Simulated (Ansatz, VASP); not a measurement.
One calculation of Sr, two programs

INCAR

```
SYSTEM = Sr
ALGO = Normal
EDIFF = 1E-7
ENCUT = 520
GGA = PS
ISIF = 2
ISMEAR = -1
LASPH = .TRUE.
LCHARG = .FALSE.
LREAL = .FALSE.
LWAVE = .FALSE.
NBANDS = 17
NELM = 80
PREC = Accurate
SIGMA = 0.1
```

File KPOINTS:

```
k-points
0
G
  7 7 7
  0 0 0
```

Contents of POSCAR:

```
Sr
1.0
    0.0000000000      4.8624770779      4.8624770779
    4.8624770779      0.0000000000      4.8624770779
    4.8624770779      4.8624770779      0.0000000000
Sr
2
Direct
    0.1250000000      0.1250000000      0.1250000000
    0.8750000000      0.8750000000      0.8750000000
```

Input for Ansatz:

```yaml
crystal:
  lattice:
    - [0.0, 4.8624770779, 4.8624770779]
    - [4.8624770779, 0.0, 4.8624770779]
    - [4.8624770779, 4.8624770779, 0.0]
  atoms:
    - { symbol: Sr, position: [0.125, 0.125, 0.125] }
    - { symbol: Sr, position: [0.875, 0.875, 0.875] }
hamiltonian:
  xc: pbesol
  pseudopotentials:
    kind: paw
    azcp:
      Sr: "pseudopotentials/Sr.paw.azcp"
basis:
  ecutwfc: 420
  fft_grid_basis: typed
kpoints:
  mp_grid: { grid: [7, 7, 7], shift: [0, 0, 0] }
magnetization:
  spin_polarized: false
scf:
  occupations: { method: fermi_dirac, width: 0.1 }
  lower_state_search: "off"
output:
  stress: true
```

Alike in both runs: task single point; functional PBEsol; k mesh 7 × 7 × 7; occupations fermi-dirac, width 0.1 eV; no spin polarisation.

```csv
,VASP,Ansatz
version,VASP 6.6.1,Ansatz 0.2.0
potentials or method,"VASP PAW PBE potentials, release 64 (Sr_sv)","plane waves (420 eV) with PAW, scalar-relativistic"
plane-wave cutoff (eV),520,420
valence electrons in the cell,20,20
```

|  | VASP | Ansatz | Ansatz less VASP |
| --- | --- | --- | --- |
| pressure (GPa) | -0.3 | -0.3 | 0.00 |

The functional is the same, so the differences come from potentials, cutoffs and numerics. Ansatz warned: «pseudo_functional_mismatch».

Caveats: the PAW data sets were made with another functional, which shifts forces and pressure a little (VASP).
